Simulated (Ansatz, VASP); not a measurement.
## TaN: VASP beside Ansatz

The input POSCAR:

```
TaN
1.0
    0.0000000000      2.1790000000      2.1790000000
    2.1790000000      0.0000000000      2.1790000000
    2.1790000000      2.1790000000      0.0000000000
Ta N
1 1
Direct
    0.5000000000      0.5000000000      0.5000000000
    0.0000000000      0.0000000000      0.0000000000
```

The input INCAR.step1:

```
SYSTEM = TaN
ALGO = Normal ; EDIFF = 1E-4
ENCUT = 600 ; GGA = PE
ISMEAR = 0 ; LASPH = .TRUE.
LCHARG = .FALSE. ; LREAL = .FALSE.
LWAVE = .TRUE. ; NELM = 100
PREC = Accurate ; SIGMA = 0.1
```

Contents of INCAR.step2:

```
SYSTEM = TaN
ALGO = Normal ; EDIFF = 1E-7
EDIFFG = -0.04 ; ENCUT = 600
IBRION = 2 ; ISIF = 3
ISMEAR = 0 ; ISTART = 1
LASPH = .TRUE. ; LCHARG = .FALSE.
LMIXTAU = .TRUE. ; LREAL = .FALSE.
LWAVE = .FALSE. ; METAGGA = R2SCAN
NELM = 100 ; NSW = 90
PREC = Accurate ; SIGMA = 0.1
```

Contents of KPOINTS:

```
k-points
0
G
  6 6 6
  0 0 0
```

Input for Ansatz:

```yaml
crystal:
  lattice:
    - [0.0, 2.179, 2.179]
    - [2.179, 0.0, 2.179]
    - [2.179, 2.179, 0.0]
  atoms:
    - { symbol: Ta, position: [0.5, 0.5, 0.5] }
    - { symbol: "N", position: [0.0, 0.0, 0.0] }
basis:
  ecutwfc: 500
kpoints:
  mp_grid: { grid: [6, 6, 6] }
hamiltonian:
  xc: r2scan
scf:
  occupations: { method: gaussian, width: 0.1 }
  lower_state_search: "off"
output:
  forces: true
  stress: true
  eigenvalues: true
relax:
  adjacent_minimum: "off"
  f_tol: 0.04
  max_steps: 70
  cell: { stress_tol: 0.4 }
```

Alike in both runs: task relaxation of cell and atoms; functional r2SCAN; k mesh 6 × 6 × 6; occupations gaussian, width 0.1 eV; no spin polarisation.

|  | VASP | Ansatz |
| --- | --- | --- |
| version | VASP 6.6.1 | Ansatz 0.2.0 |
| potentials or method | VASP PAW PBE potentials, release 64 (Ta_pv, N) | scalar-relativistic, plane waves, PAW |
| plane-wave cutoff (eV) | 600 | 500 |
| valence electrons in the cell | 16 | 18 |

|  | VASP | Ansatz | Ansatz less VASP |
| --- | --- | --- | --- |
| gap on the k mesh at the Fermi level, each at its own relaxed structure (eV) | none | none | - |
| relaxed volume (Å³/atom) | 10.71 | 10.64 | -0.065 |
| relaxed cell length with the largest relative difference (Å) | 3.117 | 3.111 | -0.0064 |
| energy change over the relaxation (meV/atom) | -13 | -9 | +4.1 |

A gap of «none» marks a metal or a gap that the smearing closes. The two sets of potentials don't hold the same shells in valence.

Caveats: the k mesh is coarse (spacing up to 0.42 Å⁻¹), so the values aren't converged; the PAW data sets were made with another functional, which shifts forces and pressure a little (VASP). The runs have no spin-orbit coupling, so splittings on Ta are missing. Zero-point motion and thermal expansion aren't in these numbers.
